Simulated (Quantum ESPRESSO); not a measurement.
Runs of Quantum ESPRESSO 7.5 on WS2. The structure is cubic, space group Fm-3m (No. 225). Conventional cell: a = 6.016 Å, b = 6.016 Å, c = 6.016 Å, α = 90.00°, β = 90.00°, γ = 90.00°. W (site symmetry m-3m) has 8 S at 2.60 Å as nearest neighbours. S (site symmetry -43m) has 4 W at 2.60 Å as nearest neighbours. Measurements of this composition are mostly on another form, of space group No. 194.

```csv
level,potentials or basis,U,cutoff (eV),form of the LDA correlation,gap on the mesh (eV),pressure (GPa),moment (μB)
LDA+U,GBRV 1.5 LDA,W d U = 4 eV,762,PZ81,none,-7.9,1.98
LDA+U,GBRV 1.5 LDA,W d U = 1 eV,762,PZ81,none,-12.1,1.86
LDA+U,GBRV 1.5 LDA,W d U = 6 eV,762,PZ81,(a),-5.5,2.00
LDA+U,GBRV 1.5 LDA,W d U = 3 eV,762,PZ81,none,(b),1.96
LDA,JTH 2.0 LDA,-,612,PW92,none,-13.9,1.73
LDA+U,GBRV 1.5 LDA,W d U = 8 eV,762,PZ81,none,-2.9,2.00
LDA+U,GBRV 1.5 LDA,W d U = 5 eV,762,PZ81,none,-6.8,1.98
LDA+U,GBRV 1.5 LDA,W d U = 2 eV,762,PZ81,none,(c),1.91
```

Alike in all rows: task single point; spin collinear, ferromagnetic start; cell as given; k mesh 6 × 6 × 6; smearing gaussian 0.05 eV.

Estimate the missing entries.

(a) 0.07; (b) -9.1; (c) -10.7.

Caveats: spin-orbit coupling is left out, which moves the levels of the heavy elements (some runs); the cutoff is low for these files, which shifts pressure and relaxed volume (some runs).

A k mesh can miss the band edges, and the runs leave out spin-orbit coupling on W.

A gap of «none» marks a metal or a gap under the smearing width.

Runs at the PBE level aren't shown here.
